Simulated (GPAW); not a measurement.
## Al2Cu (Khatyrkite) in GPAW: the effect of strain tetragonal

The system is Al2Cu (Khatyrkite).

```
Cu Al
1.0
    -2.91216    2.91216    2.64594
     2.91216   -2.91216    2.64594
     2.91216    2.91216   -2.64594
Cu Al
2 4
Cartesian
  0.0000 0.0000 1.3230
  0.0000 0.0000 3.9689
  0.9208 1.9913 0.0000
  -0.9208 1.9913 2.6459
  1.9913 0.9208 2.6459
  3.8330 0.9208 0.0000
```

Alike in all runs:

```yaml
Program: GPAW 26.7.0
Task: single point
Functional: PBEsol
Potentials_or_basis: PAW data sets generated in the run's folder for this functional
Cutoff: 600 eV
Basis: pw
k_mesh: 5 × 5 × 5
Occupations: fermi-dirac, width 0.05 eV
Spin: no spin polarisation
Maxiter: 150
```

```csv
strain tetragonal,pressure (GPa),largest force (eV/Å)
-0.04,-1.7,0.57
-0.02,-2.4,0.26
-0.01,-2.9,0.16
0,-3.1,0.10
0.01,-3.1,0.05
0.02,-2.7,0.01
0.04,?,?
```

Problem. What does the run with strain tetragonal 0.04 give?

Solution. Pressure -1.6 GPa; largest force 0.17 eV/Å.

Worked out: A parabola through the other rows of the pressure, of slope 52.9 GPa per unit of strain tetragonal there, extrapolates to -2.0 GPa, against the run's -1.6. A parabola through the other rows of the largest force, of slope 4.95 eV/Å per unit of strain tetragonal there, extrapolates to 0.06 eV/Å, against the run's 0.17.

Caveats: with this Cu data set, volumes or pressures lay over 1.5 % or 2 GPa off other programs in two to four cells of ten; the density grid can change from cell to cell, which puts small steps into energies and stress.
